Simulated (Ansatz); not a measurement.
## The polar optical mode of SiC at 79.7 GPa, worked through

Level of theory: Ansatz 0.2.0, DFT LDA, scalar-relativistic, plane waves, PAW. Settings: 420 eV plane-wave cutoff, Γ-centred 20×20×20 mesh, fixed occupations. No spin polarisation. Phonons by linear response, acoustic sum rule imposed.

The cell is fixed (symmetry leaves no force on the atoms) and stands under 79.7 GPa:
```cif
data_structure
_symmetry_space_group_name_H-M 'Fm-3m'
_symmetry_Int_Tables_number 225
_cell_length_a 3.7566
_cell_length_b 3.7566
_cell_length_c 3.7566
_cell_angle_alpha 90.000
_cell_angle_beta 90.000
_cell_angle_gamma 90.000
_cell_volume 53.01
loop_
_atom_site_label
_atom_site_type_symbol
_atom_site_symmetry_multiplicity
_atom_site_Wyckoff_symbol
_atom_site_fract_x
_atom_site_fract_y
_atom_site_fract_z
_atom_site_occupancy
C1 C 4 a 0.00000 0.00000 0.00000 1
Si1 Si 4 b 0.50000 0.00000 0.00000 1
```

The cell is the ideal cubic rocksalt prototype; this isn't the usual structure of the compound. The bands were filled as in an insulator; under compression the gap may have closed between mesh points.

Linear response gives ν_TO = 729.5 cm⁻¹, Born charges ±3.765 e (positive on Si) and ε∞ = 8.777. The primitive cell holds 13.253 Å³, and the masses are 12.011 and 28.085 amu.

Task: Find ν_LO and the static dielectric constant.

Result: The long-wave field adds a restoring force: ω_LO² − ω_TO² = Z*²e²/(ε_vac ε∞ μV). In these units ν_LO² − ν_TO² = 4.92064×10⁷ Z*²/(μ V ε∞) cm⁻², with μ = m₁m₂/(m₁ + m₂) = 8.413 amu: 712827 cm⁻². So ν_LO = √(729.5² + 712827) = 1115.8 cm⁻¹, and the run gives 1115.8. Lyddane–Sachs–Teller then gives ε0 = ε∞ (ν_LO/ν_TO)² = 20.53, against 20.53 in the run (it forms both from the same three quantities, so the match checks the arithmetic only). Between ν_TO and ν_LO the dielectric function is negative and an undamped crystal reflects fully: a reststrahlen band from 9.0 to 13.7 μm.

Task: What do the Clausius–Mossotti polarisability and the Szigeti charge come to?

Result: With the Lorentz local field, α = (3V/4π)(ε∞ − 1)/(ε∞ + 2) = 2.28 Å³ for the pair, and e_S = 3Z*/(ε∞ + 2) = 1.05 e. The Born charge includes the electrons' response to the dipole's own local field, and e_S takes that enhancement out. The Lorentz field assumes point-like polarisable ions, a poor picture once ε∞ is this large, since the electron clouds then overlap or are shared, so both numbers are formal here.

Task: How strongly does a slow electron couple to the LO mode?

Result: For one isotropic parabolic band, Fröhlich's constant is α_F = (1/ε∞ − 1/ε0) √(m* Ry/ħω_LO), with Ry = 13.606 eV, ħω_LO = 138.3 meV and m* in free-electron masses: α_F = 0.0652 × 9.92 × √m* = 0.65 √m*. The band mass isn't part of this run; for m* = 0.1, 0.3 and 1 it gives 0.20, 0.35, 0.65. In weak coupling the polaron lies α_F ħω_LO below the band edge (49 meV at m* = 0.3) with a mass m*(1 + α_F/6); past α_F of about 5 or 6 that expansion fails. A semilocal functional's ε∞ tends to be too large, which taken alone lowers α_F.

Cost: 1 run of about 9.8 core-minutes, on Intel Xeon Processor @ 2.50GHz (Skylake/Cascade Lake) (shared hosts).